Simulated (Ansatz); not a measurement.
# Residual resistivity of an alloy: Au(111) with 4 layers of random Au-Ti, 2x2, part 2 of 2

Wanted: resistance against the alloy's length, first Au(111) with 4 layers of random Au-Ti, 2x2.

Ansatz 0.2.0; Ansatz plane-wave DFT, PBE, PAW files; ballistic transport by layer matching (Landauer), zero bias; PAW set soft_1.

So far. Step 3 (With 8 alloy layers): Over the solved energies the transmission per spin lies between 0.707 and 1.08, out of 3.21 channels of the lead on average (up to 3.21).

**4. With 12 alloy layers**

In 12 layers a share of 0.125 of the sites is given to Ti at random. A fresh draw is used; the growth of the resistance with length is what counts.

System of this step: Au(111) with 12 layers of random Au-Ti, 2x2. The cell holds 72 atoms: 66 Au and 6 Ti. Cell: a = 5.768 Å, b = 5.768 Å, c = 42.382 Å, α = 90.0°, β = 90.0°, γ = 120.0°. It derives from Au. Regions: lead, 24 atoms (24 Au); scattering region, 48 atoms (42 Au and 6 Ti). The structure is stacked along c, and the current runs across the ab planes.

File input.yaml:

```yaml
crystal:
  lattice:
    - [5.7675164607, 0.0, 0.0]
    - [-2.8837582304, 4.9948157718, 0.0]
    - [0.0, 0.0, 42.3824172358]
  atoms:
    - { symbol: Au, position: [0.0, 0.0, 0.0277777778] }
    - { symbol: Au, position: [0.0, 0.5, 0.0277777778] }
    - { symbol: Au, position: [0.5, 0.0, 0.0277777778] }
    - { symbol: Au, position: [0.5, 0.5, 0.0277777778] }
    - { symbol: Au, position: [0.1666666667, 0.3333333333, 0.0833333333] }
    - { symbol: Au, position: [0.1666666667, 0.8333333333, 0.0833333333] }
    - { symbol: Au, position: [0.6666666667, 0.3333333333, 0.0833333333] }
    - { symbol: Au, position: [0.6666666667, 0.8333333333, 0.0833333333] }
    - { symbol: Au, position: [0.3333333333, 0.1666666667, 0.1388888889] }
    - { symbol: Au, position: [0.3333333333, 0.6666666667, 0.1388888889] }
    - { symbol: Au, position: [0.8333333333, 0.1666666667, 0.1388888889] }
    - { symbol: Au, position: [0.8333333333, 0.6666666667, 0.1388888889] }
    - { symbol: Au, position: [0.0, 0.0, 0.1944444444] }
    - { symbol: Au, position: [0.0, 0.5, 0.1944444444] }
    - { symbol: Au, position: [0.5, 0.0, 0.1944444444] }
    - { symbol: Au, position: [0.5, 0.5, 0.1944444444] }
    - { symbol: Au, position: [0.1666666667, 0.3333333333, 0.25] }
    - { symbol: Au, position: [0.1666666667, 0.8333333333, 0.25] }
    - { symbol: Au, position: [0.6666666667, 0.3333333333, 0.25] }
    - { symbol: Au, position: [0.6666666667, 0.8333333333, 0.25] }
    - { symbol: Au, position: [0.3333333333, 0.1666666667, 0.3055555556] }
    - { symbol: Au, position: [0.3333333333, 0.6666666667, 0.3055555556] }
    - { symbol: Au, position: [0.8333333333, 0.1666666667, 0.3055555556] }
    - { symbol: Au, position: [0.8333333333, 0.6666666667, 0.3055555556] }
    - { symbol: Au, position: [0.0, 0.0, 0.3611111111] }
    - { symbol: Ti, position: [0.0, 0.5, 0.3611111111] }
    - { symbol: Au, position: [0.5, 0.0, 0.3611111111] }
    - { symbol: Au, position: [0.5, 0.5, 0.3611111111] }
    - { symbol: Au, position: [0.1666666667, 0.3333333333, 0.4166666667] }
    - { symbol: Au, position: [0.1666666667, 0.8333333333, 0.4166666667] }
    - { symbol: Au, position: [0.6666666667, 0.3333333333, 0.4166666667] }
    - { symbol: Ti, position: [0.6666666667, 0.8333333333, 0.4166666667] }
    - { symbol: Au, position: [0.3333333333, 0.1666666667, 0.4722222222] }
    - { symbol: Au, position: [0.3333333333, 0.6666666667, 0.4722222222] }
    - { symbol: Ti, position: [0.8333333333, 0.1666666667, 0.4722222222] }
    - { symbol: Au, position: [0.8333333333, 0.6666666667, 0.4722222222] }
    - { symbol: Au, position: [0.0, 0.0, 0.5277777778] }
    - { symbol: Ti, position: [0.0, 0.5, 0.5277777778] }
    - { symbol: Au, position: [0.5, 0.0, 0.5277777778] }
    - { symbol: Au, position: [0.5, 0.5, 0.5277777778] }
    - { symbol: Au, position: [0.1666666667, 0.3333333333, 0.5833333333] }
    - { symbol: Au, position: [0.1666666667, 0.8333333333, 0.5833333333] }
    - { symbol: Ti, position: [0.6666666667, 0.3333333333, 0.5833333333] }
    - { symbol: Au, position: [0.6666666667, 0.8333333333, 0.5833333333] }
    - { symbol: Au, position: [0.3333333333, 0.1666666667, 0.6388888889] }
    - { symbol: Au, position: [0.3333333333, 0.6666666667, 0.6388888889] }
    - { symbol: Au, position: [0.8333333333, 0.1666666667, 0.6388888889] }
    - { symbol: Au, position: [0.8333333333, 0.6666666667, 0.6388888889] }
    - { symbol: Au, position: [0.0, 0.0, 0.6944444444] }
    - { symbol: Ti, position: [0.0, 0.5, 0.6944444444] }
    - { symbol: Au, position: [0.5, 0.0, 0.6944444444] }
    - { symbol: Au, position: [0.5, 0.5, 0.6944444444] }
    - { symbol: Au, position: [0.1666666667, 0.3333333333, 0.75] }
    - { symbol: Au, position: [0.1666666667, 0.8333333333, 0.75] }
    - { symbol: Au, position: [0.6666666667, 0.3333333333, 0.75] }
    - { symbol: Au, position: [0.6666666667, 0.8333333333, 0.75] }
    - { symbol: Au, position: [0.3333333333, 0.1666666667, 0.8055555556] }
    - { symbol: Au, position: [0.3333333333, 0.6666666667, 0.8055555556] }
    - { symbol: Au, position: [0.8333333333, 0.1666666667, 0.8055555556] }
    - { symbol: Au, position: [0.8333333333, 0.6666666667, 0.8055555556] }
    - { symbol: Au, position: [0.0, 0.0, 0.8611111111] }
    - { symbol: Au, position: [0.0, 0.5, 0.8611111111] }
    - { symbol: Au, position: [0.5, 0.0, 0.8611111111] }
    - { symbol: Au, position: [0.5, 0.5, 0.8611111111] }
    - { symbol: Au, position: [0.1666666667, 0.3333333333, 0.9166666667] }
    - { symbol: Au, position: [0.1666666667, 0.8333333333, 0.9166666667] }
    - { symbol: Au, position: [0.6666666667, 0.3333333333, 0.9166666667] }
    - { symbol: Au, position: [0.6666666667, 0.8333333333, 0.9166666667] }
    - { symbol: Au, position: [0.3333333333, 0.1666666667, 0.9722222222] }
    - { symbol: Au, position: [0.3333333333, 0.6666666667, 0.9722222222] }
    - { symbol: Au, position: [0.8333333333, 0.1666666667, 0.9722222222] }
    - { symbol: Au, position: [0.8333333333, 0.6666666667, 0.9722222222] }
kpoints:
  mp_grid: { grid: [5, 5, 1] }
hamiltonian:
  xc: pbe
  pseudopotentials: { kind: paw, azcp: { folder: soft_1 } }
scf:
  occupations: { method: fermi_dirac, width: 0.1 }
output:
  transmission:
    leads: [[0, 4]]
    kmesh: [10, 10]
    e_range: [-0.05, 0.05]
    de: 0.05
  write_potential: true
  write_density: true
  volumetric_format: npy
```

On the command line:

```sh
$ ansatz run input.yaml --threads 4 --pin off --max-ram 15360MiB --backend cpu --events-out ev --progress --plain --runs-dir out
```

Numbers of over 12 decimals in the logs are rounded to 6 here.

Log:

```text
[...]
Crystal: 72 atoms, lattice volume = 1220.939 Å³
Basis set: ecut = 420 eV, 23937 PW (Γ)
Bands: 796, of which v1, the nominal top of the filled ones, is band 663 counted from 1 (662 counted from 0)
Symmetry: 1 space group operations
[...]
k-points: 13 of 25 (time reversal used)
[...]
SCF iter   1: F=—  HF=-883170.488816 eV  |F-HF|=—  |Δ(HF+E_count)|=         —  Δρ=3.26e-1  dr2=1.27e4  ethr=3.10e-3  ⟨swp⟩=4.0  Hψ=30219  notcnv=0  defer=285
[...]
SCF iter  18: F=-882980.486377 eV  HF=-882980.486377 eV  |F-HF|=1.28e-8  |Δ(HF+E_count)|=   1.51e-9  Δρ=3.40e-7  dr2=1.32e-8  ethr=7.54e-12  ⟨swp⟩=10.2  Hψ=40595  notcnv=0
SCF 1 converged in 18 iterations: F = -882980.486377 eV  dr2 = 1.32e-8
[...]
transmission: 278 of 2756 steps passed
transmission: 552 of 2756 steps passed
[...]
transmission: 2756 of 2756 steps passed
SCF converged after 18 iterations
Free energy (F): -882980.486377 eV
[...]
Internal energy: -882979.018581 eV  (E = F + TS)
E sigma→0 (E₀):  -882979.752479 eV
Entropy (-TS):   -1.467796 eV (-20.386 meV/atom)
Fermi energy:    20.257036 eV
[...]
--- Band table (eV; the first three rows and the last of 13) ---
  k-point 0: bands = [... 659 lower, 20.3543, 20.4114, 20.4391, 20.5051, 20.5294, 20.5652, 20.6137, 20.6298, ... 129 higher]
  k-point 1: bands = [... 659 lower, 20.1592, 20.1868, 20.2408, 20.2547, 20.3037, 20.3305, 20.3390, 20.3534, ... 129 higher]
  k-point 2: bands = [... 659 lower, 20.0670, 20.0890, 20.1227, 20.1471, 20.1937, 20.2359, 20.2989, 20.3188, ... 129 higher]
  k-point 12: bands = [... 659 lower, 20.0930, 20.1581, 20.1879, 20.2728, 20.3063, 20.4177, 20.4569, 20.4808, ... 129 higher]
--- Transmission ---
  basis      : 253 plane waves across, 53 finite elements along
  points     : 52, standing for a mesh of 10 x 10
[...]
channels       : 3.210000e0 a spin
[...]
junction   : crystal 0 to crystal 0, 1.66 to 41.68 Å
    transmission   : 7.014651e-1 a spin
[...]
```

The job ended after 37 min (4 threads of Arm Neoverse V2, shared host; peak memory 9.6 GiB; 2.4 h of CPU time).

This step gave:

* free energy: -882980.4864 eV
* energy at zero smearing: -882979.7525 eV
* Fermi energy: 20.26 eV
* transmission per spin nearest the Fermi level: 0.7015
* step of the lead's potential: 9.4 meV

Per spin. Table of transmission, zone mean by energy, zero at the Fermi level:

| energy (eV) | transmission, zone mean |
| --- | --- |
| -0.0500 | 0.657 |
| 0.0000 | 0.701 |
| 0.0500 | 0.625 |

Over the solved energies the transmission per spin lies between 0.625 and 0.701, out of 3.21 channels of the lead on average (up to 3.21).

**5. The fit**

This step: Ansatz plane-wave DFT, PBE, PAW files; ballistic transport by layer matching (Landauer), zero bias; residual resistivity from the slope of the area resistance, atoms on the host's lattice; PAW set soft_1 (Ansatz 0.2.0).

This step gave:

- resistivity: 177.4 µΩ cm
- intercept: -0.4729 fΩ m²
- scatter about the fit: 0.1041 fΩ m²

Resistance, by row:

| run | length (Å) | T | channels N | RA (fΩ m²) |
| --- | --- | --- | --- | --- |
| n4 | 9.418 | 1.629 | 3.21 | 1.124 |
| n8 | 18.84 | 0.8907 | 3.21 | 3.016 |
| n12 | 28.25 | 0.6611 | 3.21 | 4.466 |

Table of area resistance by length of the alloy:

| length of the alloy (Å) | area resistance (fΩ m²) |
| --- | --- |
| 9.42 | 1.12 |
| 18.84 | 3.02 |
| 28.25 | 4.47 |

The area resistance goes from 1.1 to 4.5 fΩ m² between 9.4 and 28.3 Å, a slope of 177 µΩ cm.

By hand from the end points: (4.466 − 1.124) fΩ m² / (28.25 − 9.42) Å = 177 µΩ cm, since 1 fΩ m² per Å is 1000 µΩ cm.

**6. Results**

```json
{
 "resistivity from the slope": "177 µΩ cm",
 "area resistance over 9.42 Å": "1.12 fΩ m²",
 "area resistance over 18.8 Å": "3.02 fΩ m²",
 "area resistance over 28.3 Å": "4.47 fΩ m²"
}
```

The slope gives 177 µΩ cm. The points scatter by 0.10 fΩ m² about the line, with one random draw a length in a 2x2 cell, so the slope is a rough value. Read with a model of isotropic scattering on a spherical Fermi surface and the lead's 0.86×10¹⁵ S/m², this slope means a mean free path near 4.9 Å; over these lengths the model's slope is within 3 % of its bulk resistivity, though a free path of a few ångströms strains the picture. The draw over the shortest length came out nearly ordered, with 8 symmetry operations, so that point is a poor sample of a random alloy. The atoms sit on the host's lattice, so scattering by size misfit is left out. Spin-orbit coupling is left out, which matters for Au.

[Logs are printed without paths, hosts, clocks, repeated set-up lines and the standing remarks that a program may print on its own settings, such as how far it seeks lower states.]

[Hosts, paths, dates, database ids (printed as entryN), source tags and the programs' standing remarks are cut or masked in the printed files.]
